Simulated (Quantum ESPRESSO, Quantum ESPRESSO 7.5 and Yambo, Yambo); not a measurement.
# Quasiparticle gap of InP (F-43m) in Yambo

Wanted: ground state, empty states, screening and self-energy for InP (F-43m).

Method: PBE and many-body steps on it, plane waves, in Quantum ESPRESSO 7.5 and Yambo 5.3.0.

## Step 1: Starting point

It takes space group F-43m (No. 216, cubic). Conventional cell: a = 5.869 Å, b = 5.869 Å, c = 5.869 Å, α = 90.00°, β = 90.00°, γ = 90.00°. In has 4 P at 2.54 Å nearest. Nearest to P lie 4 In at 2.54 Å. Farther neighbours are not listed.

The cell and positions come from the Crystallography Open Database and are kept as given unless a step says otherwise.

## Step 2: Ground state

This step: Quantum ESPRESSO 7.5; DFT, PBE, plane waves, norm-conserving pseudopotentials.

The ground-state density comes first.

pw.in

```
&control
  calculation = 'scf'
  prefix = 'x'
  outdir = 'o'
  pseudo_dir = 'pseudo'
/
&system
  ibrav = 0
  nat = 2
  ntyp = 2
  ecutwfc = 80.0
  nbnd = 18
  force_symmorphic = .true.
/
&electrons
  conv_thr = 1e-10
  electron_maxstep = 80
  mixing_beta = 0.5
/
ATOMIC_SPECIES
  In 114.82 In.upf
  P 30.974 P.upf
CELL_PARAMETERS angstrom
  -0.0000000000 2.9343500000 2.9343500000
  2.9343500000 -0.0000000000 2.9343500000
  2.9343500000 2.9343500000 -0.0000000000
ATOMIC_POSITIONS crystal
  In 0.0000000000 0.0000000000 0.0000000000
  P 0.2500000000 0.2500000000 0.2500000000
K_POINTS automatic
  6 6 6 0 0 0
```

The run is started by

```
> OMP_NUM_THREADS=1 mpirun -n 4 pw.x -nk 4 -in pw.in > pw.out
```

The program printed:

```text
Program PWSCF v.7.5 starts

     This program is part of the open-source Quantum ESPRESSO suite
     for quantum simulation of materials; please cite
         "P. Giannozzi et al., J. Phys.:Condens. Matter 21 395502 (2009);
         "P. Giannozzi et al., J. Phys.:Condens. Matter 29 465901 (2017);
         "P. Giannozzi et al., J. Chem. Phys. 152 154105 (2020);
     in publications or presentations arising from this work. More details at
     Message from routine setup:
     using ibrav=0 with symmetry is DISCOURAGED, use correct ibrav instead

     G-vector sticks info

     bravais-lattice index     =            0
     lattice parameter (alat)  =       7.8420  a.u.
     unit-cell volume          =     341.0062 (a.u.)^3
     number of atoms/cell      =            2
     number of atomic types    =            2
     number of electrons       =        26.00
     number of Kohn-Sham states=           18
     kinetic-energy cutoff     =      80.0000  Ry
     charge density cutoff     =     320.0000  Ry
     scf convergence threshold =      1.0E-10
     mixing beta               =       0.5000
     number of iterations used =            8  plain     mixing
     Exchange-correlation= PBE
                           (   1   4   3   4   0   0   0)

     celldm(1)=   7.841981  celldm(2)=   0.000000  celldm(3)=   0.000000
     celldm(4)=   0.000000  celldm(5)=   0.000000  celldm(6)=   0.000000

     crystal axes: (cart. coord. in units of alat)
               a(1) = (  -0.000000   0.707107   0.707107 )
               a(2) = (   0.707107  -0.000000   0.707107 )
               a(3) = (   0.707107   0.707107  -0.000000 )

     reciprocal axes: (cart. coord. in units 2 pi/alat)
               b(1) = ( -0.707107  0.707107  0.707107 )
               b(2) = (  0.707107 -0.707107  0.707107 )
               b(3) = (  0.707107  0.707107 -0.707107 )
     Pseudo is Norm-conserving + core correction, Zval = 21.0
     Generated using ONCVPSP code by D. R. Hamann
     Using radial grid of 1964 points,  6 beta functions with:
     Pseudo is Norm-conserving + core correction, Zval =  5.0
     Generated using ONCVPSP code by D. R. Hamann
     Using radial grid of 1298 points,  6 beta functions with:
     In               21.00   114.82000     In( 1.00)
     P                 5.00    30.97400     P ( 1.00)

     24 Sym. Ops. (no inversion) found

   Cartesian axes

     site n.     atom                  positions (alat units)
         1        In     tau(   1) = (   0.0000000   0.0000000   0.0000000  )
         2        P      tau(   2) = (   0.3535534   0.3535534   0.3535534  )

     number of k points=    16
                       cart. coord. in units 2pi/alat
        k(    1) = (   0.0000000   0.0000000   0.0000000), wk =   0.0092593
        k(    2) = (   0.1178511   0.1178511  -0.1178511), wk =   0.0740741
        k(    3) = (   0.2357023   0.2357023  -0.2357023), wk =   0.0740741
        k(    4) = (  -0.3535534  -0.3535534   0.3535534), wk =   0.0370370
        k(    5) = (   0.2357023   0.0000000  -0.0000000), wk =   0.0555556
        k(    6) = (   0.3535534   0.1178511  -0.1178511), wk =   0.2222222
        k(    7) = (  -0.2357023  -0.4714045   0.4714045), wk =   0.2222222
        k(    8) = (  -0.1178511  -0.3535534   0.3535534), wk =   0.2222222
        k(    9) = (   0.0000000  -0.2357023   0.2357023), wk =   0.1111111
        k(   10) = (   0.4714045   0.0000000  -0.0000000), wk =   0.0555556
     [... 4 further rows ...]
        k(   15) = (  -0.1178511  -0.3535534   0.5892557), wk =   0.2222222
        k(   16) = (  -0.7071068   0.2357023   0.0000000), wk =   0.1111111

     Dense  grid:    33079 G-vectors     FFT dimensions: (  45,  45,  45)

     Initial potential from superposition of free atoms

     starting charge      25.9960, renormalised to      26.0000
     Starting wfcs are   17 randomized atomic wfcs +    1 random wfcs

     per-process dynamical memory:    28.7 Mb

     Self-consistent Calculation

     iteration #  1     ecut=    80.00 Ry     beta= 0.50

     Threshold (ethr) on eigenvalues was too large:
     Diagonalizing with lowered threshold

     total energy              =    -412.74746097 Ry
     estimated scf accuracy    <       0.10739234 Ry

     iteration #  2     ecut=    80.00 Ry     beta= 0.50

     total energy              =    -412.77076598 Ry
     estimated scf accuracy    <       0.00822102 Ry

     iteration #  3     ecut=    80.00 Ry     beta= 0.50

     total energy              =    -412.77160411 Ry
     estimated scf accuracy    <       0.00140623 Ry

     iteration #  4     ecut=    80.00 Ry     beta= 0.50

     total energy              =    -412.77165302 Ry
     estimated scf accuracy    <       0.00002987 Ry

     iteration #  5     ecut=    80.00 Ry     beta= 0.50

     total energy              =    -412.77166083 Ry
     estimated scf accuracy    <       0.00000137 Ry

     iteration #  6     ecut=    80.00 Ry     beta= 0.50

     total energy              =    -412.77166130 Ry
     estimated scf accuracy    <       0.00000022 Ry

     iteration #  7     ecut=    80.00 Ry     beta= 0.50

     total energy              =    -412.77166136 Ry
     estimated scf accuracy    <          2.9E-09 Ry

     iteration #  8     ecut=    80.00 Ry     beta= 0.50

     total energy              =    -412.77166136 Ry
     estimated scf accuracy    <          5.6E-10 Ry

     iteration #  9     ecut=    80.00 Ry     beta= 0.50

     End of self-consistent calculation

          k = 0.0000 0.0000 0.0000 (  4111 PWs)   bands (ev):

  -106.7657 -65.2427 -65.2427 -65.2427  -5.9357  -5.9357  -5.9357  -5.7871
    -5.7871  -3.2311   8.2604   8.2604   8.2604   8.9469  12.3492  12.3492
    12.3492  16.8336

          k = 0.1179 0.1179-0.1179 (  4101 PWs)   bands (ev):

  -106.7657 -65.2428 -65.2427 -65.2427  -5.9669  -5.9235  -5.9235  -5.7866
    -5.7866  -2.9201   6.0785   7.9582   7.9582  10.0471  12.7529  12.7862
    12.7862  16.8614

          k = 0.2357 0.2357-0.2357 (  4128 PWs)   bands (ev):

  -106.7657 -65.2429 -65.2427 -65.2427  -6.0249  -5.9041  -5.9041  -5.7802
    -5.7802  -2.1181   3.7083   7.4893   7.4893   9.9042  13.1243  13.1243
    14.5294  17.1650

          k =-0.3536-0.3536 0.3536 (  4140 PWs)   bands (ev):

     [... further k-points ...]

     highest occupied, lowest unoccupied level (ev):     8.2604    8.9469

!    total energy              =    -412.77166136 Ry
     estimated scf accuracy    <          5.0E-12 Ry

     The total energy is the sum of the following terms:
     one-electron contribution =    -293.80604769 Ry
     hartree contribution      =     149.15520848 Ry
     xc contribution           =     -60.28463715 Ry
     ewald contribution        =    -207.83618500 Ry

     convergence has been achieved in   9 iterations

     XML data file, charge density, pseudopotentials, collected wavefunctions

=------------------------------------------------------------------------------=
   JOB DONE.
=------------------------------------------------------------------------------=
```

The job ended after 6.3 s (4 MPI ranks of Arm Neoverse V1, shared host; peak memory 0.27 GiB).

This step gave:

```
total energy               : -5616.0446 eV
gap                        : 0.6864 eV
k of the valence top       : 0, 0, 0
k of the conduction bottom : 0, 0, 0
least direct gap           : 0.6864 eV
```

The gap is direct, at Γ.

## Step 3: Bands along the symmetry lines

Levels along a band path, at the cheap level, show where the edges lie and whether the meshes to come will hold them.

pw.in

```
&control
  calculation = 'bands'
  prefix = 'x'
  outdir = 'o'
  pseudo_dir = 'pseudo'
/
&system
  ibrav = 0
  nat = 2
  ntyp = 2
  ecutwfc = 80.0
  nbnd = 19
  force_symmorphic = .true.
/
&electrons
  conv_thr = 1e-9
  electron_maxstep = 80
  diago_full_acc = .true.
  diago_thr_init = 5e-6
/
ATOMIC_SPECIES
  In 114.82 In.upf
  P 30.974 P.upf
CELL_PARAMETERS angstrom
  -0.0000000000 2.9343500000 2.9343500000
  2.9343500000 -0.0000000000 2.9343500000
  2.9343500000 2.9343500000 -0.0000000000
ATOMIC_POSITIONS crystal
  In 0.0000000000 0.0000000000 0.0000000000
  P 0.2500000000 0.2500000000 0.2500000000
K_POINTS crystal
  50
  0.00000000 0.00000000 0.00000000 1
  -0.06250000 -0.06250000 0.00000000 1
  -0.12500000 -0.12500000 0.00000000 1
  -0.18750000 -0.18750000 0.00000000 1
  -0.25000000 -0.25000000 0.00000000 1
  -0.31250000 -0.31250000 0.00000000 1
  -0.37500000 -0.37500000 0.00000000 1
  -0.43750000 -0.43750000 0.00000000 1
  -0.50000000 -0.50000000 0.00000000 1
  -0.48437500 -0.48437500 0.03125000 1
  -0.46875000 -0.46875000 0.06250000 1
  -0.45312500 -0.45312500 0.09375000 1
  -0.43750000 -0.43750000 0.12500000 1
  -0.42187500 -0.42187500 0.15625000 1
  -0.40625000 -0.40625000 0.18750000 1
  -0.39062500 -0.39062500 0.21875000 1
  -0.37500000 -0.37500000 0.25000000 1
  -0.37500000 0.00000000 0.37500000 1
  -0.32812500 0.00000000 0.32812500 1
  -0.28125000 0.00000000 0.28125000 1
  -0.23437500 0.00000000 0.23437500 1
  -0.18750000 0.00000000 0.18750000 1
  -0.14062500 0.00000000 0.14062500 1
  -0.09375000 0.00000000 0.09375000 1
  -0.04687500 0.00000000 0.04687500 1
  0.00000000 0.00000000 0.00000000 1
  0.00000000 0.00000000 0.06250000 1
  0.00000000 0.00000000 0.12500000 1
  0.00000000 0.00000000 0.18750000 1
  0.00000000 0.00000000 0.25000000 1
  0.00000000 0.00000000 0.31250000 1
  0.00000000 0.00000000 0.37500000 1
  0.00000000 0.00000000 0.43750000 1
  -0.00000000 -0.00000000 0.50000000 1
  -0.06250000 -0.03125000 0.46875000 1
  -0.12500000 -0.06250000 0.43750000 1
  -0.18750000 -0.09375000 0.40625000 1
  -0.25000000 -0.12500000 0.37500000 1
  -0.31250000 -0.15625000 0.34375000 1
  -0.37500000 -0.18750000 0.31250000 1
  -0.43750000 -0.21875000 0.28125000 1
  -0.50000000 -0.25000000 0.25000000 1
  -0.50000000 -0.28125000 0.21875000 1
  -0.50000000 -0.31250000 0.18750000 1
  -0.50000000 -0.34375000 0.15625000 1
  -0.50000000 -0.37500000 0.12500000 1
  -0.50000000 -0.40625000 0.09375000 1
  -0.50000000 -0.43750000 0.06250000 1
  -0.50000000 -0.46875000 0.03125000 1
  -0.50000000 -0.50000000 0.00000000 1
```

The program printed:

```text
[banner, memory and clock lines left out]
Program PWSCF v.7.5 starts

     Atomic positions and unit cell read from directory:
     o/x.save/

     Message from routine setup:
     using ibrav=0 with symmetry is DISCOURAGED, use correct ibrav instead

     G-vector sticks info

     bravais-lattice index     =            0
     lattice parameter (alat)  =       7.8420  a.u.
     unit-cell volume          =     341.0062 (a.u.)^3
     number of atoms/cell      =            2
     number of atomic types    =            2
     number of electrons       =        26.00
     number of Kohn-Sham states=           19
     kinetic-energy cutoff     =      80.0000  Ry
     charge density cutoff     =     320.0000  Ry
     Exchange-correlation= PBE
                           (   1   4   3   4   0   0   0)

     celldm(1)=   7.841981  celldm(2)=   0.000000  celldm(3)=   0.000000
     celldm(4)=   0.000000  celldm(5)=   0.000000  celldm(6)=   0.000000

     crystal axes: (cart. coord. in units of alat)
               a(1) = (  -0.000000   0.707107   0.707107 )
               a(2) = (   0.707107  -0.000000   0.707107 )
               a(3) = (   0.707107   0.707107  -0.000000 )

     reciprocal axes: (cart. coord. in units 2 pi/alat)
               b(1) = ( -0.707107  0.707107  0.707107 )
               b(2) = (  0.707107 -0.707107  0.707107 )
               b(3) = (  0.707107  0.707107 -0.707107 )
     Pseudo is Norm-conserving + core correction, Zval = 21.0
     Generated using ONCVPSP code by D. R. Hamann
     Using radial grid of 1964 points,  6 beta functions with:
     Pseudo is Norm-conserving + core correction, Zval =  5.0
     Generated using ONCVPSP code by D. R. Hamann
     Using radial grid of 1298 points,  6 beta functions with:
     In               21.00   114.82000     In( 1.00)
     P                 5.00    30.97400     P ( 1.00)

     24 Sym. Ops. (no inversion) found

   Cartesian axes

     site n.     atom                  positions (alat units)
         1        In     tau(   1) = (   0.0000000   0.0000000   0.0000000  )
         2        P      tau(   2) = (   0.3535534   0.3535534   0.3535534  )

     number of k points=    50
                       cart. coord. in units 2pi/alat
        k(    1) = (   0.0000000   0.0000000   0.0000000), wk =   0.0400000
        k(    2) = (   0.0000000   0.0000000  -0.0883883), wk =   0.0400000
        k(    3) = (   0.0000000   0.0000000  -0.1767767), wk =   0.0400000
[...]
[... 38 further rows ...]
        k(   49) = (   0.0441942  -0.0000000  -0.7071068), wk =   0.0400000
        k(   50) = (   0.0000000   0.0000000  -0.7071068), wk =   0.0400000

     Dense  grid:    33079 G-vectors     FFT dimensions: (  45,  45,  45)

     The potential is recalculated from file :
     o/x.save/charge-density

     Starting wfcs are   17 randomized atomic wfcs +    2 random wfcs

     Band Structure Calculation

     End of band structure calculation

          k = 0.0000 0.0000 0.0000 (  4111 PWs)   bands (ev):

  -106.7657 -65.2427 -65.2427 -65.2427  -5.9358  -5.9358  -5.9358  -5.7871
    -5.7871  -3.2311   8.2604   8.2604   8.2604   8.9469  12.3492  12.3492
    12.3492  16.8337  17.6674

          k = 0.0000 0.0000-0.0884 (  4127 PWs)   bands (ev):

  -106.7657 -65.2427 -65.2427 -65.2427  -5.9444  -5.9320  -5.9320  -5.7886
[...]
12.5505  17.0290  17.1894

          k = 0.0000 0.0000-0.1768 (  4112 PWs)   bands (ev):

[...]
13.0776  16.0599  17.8131

          k =-0.0000 0.0000-0.2652 (  4096 PWs)   bands (ev):

[...]
k = 0.0000 0.0000-0.3536 (  4088 PWs)   bands (ev):

[...]
k = 0.0000-0.0000-0.4419 (  4100 PWs)   bands (ev):

[...]
k =-0.0000 0.0000-0.5303 (  4100 PWs)   bands (ev):

[...]
k = 0.0000-0.0000-0.6187 (  4116 PWs)   bands (ev):

[...]
k = 0.5303-0.0000-0.5303 (  4149 PWs)   bands (ev):

[...]
k = 0.0000 0.0000 0.0000 (  4111 PWs)   bands (ev):

[...]
k = 0.1326 0.0000-0.7071 (  4138 PWs)   bands (ev):

[...]
k = 0.0884-0.0000-0.7071 (  4132 PWs)   bands (ev):

[...]
k = 0.0442-0.0000-0.7071 (  4126 PWs)   bands (ev):

[...]
17.6184  17.9297  19.1098

          k = 0.0000 0.0000-0.7071 (  4136 PWs)   bands (ev):

  -106.7657 -65.2429 -65.2428 -65.2428  -6.1176  -5.8374  -5.8328  -5.8328
    -5.7526  -0.8726   2.5257   5.9541   5.9541  10.0272  10.5269  17.4628
    17.8196  17.8196  19.0366

     XML data file, pseudopotentials, collected wavefunctions
```

The job ended after 5.4 s (4 MPI ranks; peak memory 0.23 GiB; 21 s of CPU time).

This step gave:

```
gap                        : 0.6864 eV
k of the valence top       : 0, 0, 0
k of the conduction bottom : 0, 0, 0
least direct gap           : 0.6864 eV
```

The gap is 0.686 eV, as in the run before at this level.

The electronic bands at the labelled points (eV, zero at the top of the highest filled band):

| point | band 10 | band 11 | band 12 | band 13 | band 14 | band 15 | band 16 | band 17 |
| --- | --- | --- | --- | --- | --- | --- | --- | --- |
| Γ | -11.49 | 0.00 | 0.00 | 0.00 | 0.69 | 4.09 | 4.09 | 4.09 |
| halfway | -10.60 | -3.33 | -1.40 | -1.40 | 2.49 | 3.12 | 6.37 | 6.37 |
| X | -9.13 | -5.73 | -2.31 | -2.31 | 1.77 | 2.27 | 9.20 | 9.56 |
| halfway | -9.12 | -5.70 | -2.73 | -2.21 | 2.04 | 2.87 | 8.38 | 8.70 |
| U | -9.14 | -5.59 | -3.29 | -1.93 | 2.36 | 4.38 | 7.50 | 7.53 |
| jump to K | -9.14 | -5.59 | -3.29 | -1.93 | 2.36 | 4.38 | 7.50 | 7.53 |
| halfway | -10.51 | -3.79 | -2.00 | -0.57 | 2.82 | 4.69 | 4.99 | 5.21 |
| Γ | -11.49 | 0.00 | 0.00 | 0.00 | 0.69 | 4.09 | 4.09 | 4.09 |
| halfway | -10.82 | -3.44 | -0.55 | -0.55 | 1.78 | 4.79 | 4.79 | 5.32 |
| L | -9.78 | -5.71 | -0.96 | -0.96 | 1.49 | 4.80 | 4.80 | 7.11 |
| halfway | -9.47 | -5.53 | -2.68 | -1.62 | 3.16 | 4.19 | 5.87 | 7.21 |
| W | -9.06 | -5.58 | -2.94 | -2.89 | 4.29 | 4.37 | 5.56 | 6.21 |
| halfway | -9.09 | -5.66 | -2.64 | -2.63 | 2.69 | 3.10 | 7.65 | 7.73 |
| X | -9.13 | -5.73 | -2.31 | -2.31 | 1.77 | 2.27 | 9.20 | 9.56 |

The electronic bands as a text plot (rows in eV, shown from -8.0 to 6.7 only):

```
    6.4 |     ++            ++                 +         ++++
    5.8 |    +              ++               ++      +++++++
    5.2 |                  ++++++++++       ++++  +++
    4.5 | +++             +     ++++++   ++++   ++++++  +++
    3.9 |++              +         ++++++             ++++ ++
    3.3 |  ++ ++        +                             ++    ++
    2.7 |    ++++++    +   ++++++++                  +       +++
    2.1 |  ++   +++++++++++        ++      +        +         +++
    1.5 | +          +               +   ++ ++++++++
    0.9 |+                            +++
    0.3 |*                           ***
   -0.4 | ***                   ******  *****
   -1.0 |    *              ****     *       ********
   -1.6 |  ** ****         *     ****    **         ***
   -2.2 |    *    *********     *                    * **      **
   -2.8 |              **     ** **        *          ** ******
   -3.4 |     **         *****              *           **
   -4.0 |       **              *            **
   -4.6 |         *           **
   -5.2 |          **      ***                 **     ***
   -5.9 |            ******                      *****   ********
   -6.5 |
   -7.1 |
   -7.7 |
         Γ           X  U|K            Γ         L        W     X
```

(Continued in part 2 of 2.)

[Paths, hosts, dates, memory and timing lines, banners, echoed tables and standing remarks are left out of the program output.]

[Logs are printed without paths, hosts, clocks, repeated set-up lines and the standing remarks that a program may print on its own settings, such as how far it seeks lower states.]

[Runs of the session that timed out or met a known fault of the program may be left out.]

[Hosts, paths, dates, database ids (printed as entryN), source tags and the programs' standing remarks are cut or masked in the printed files.]
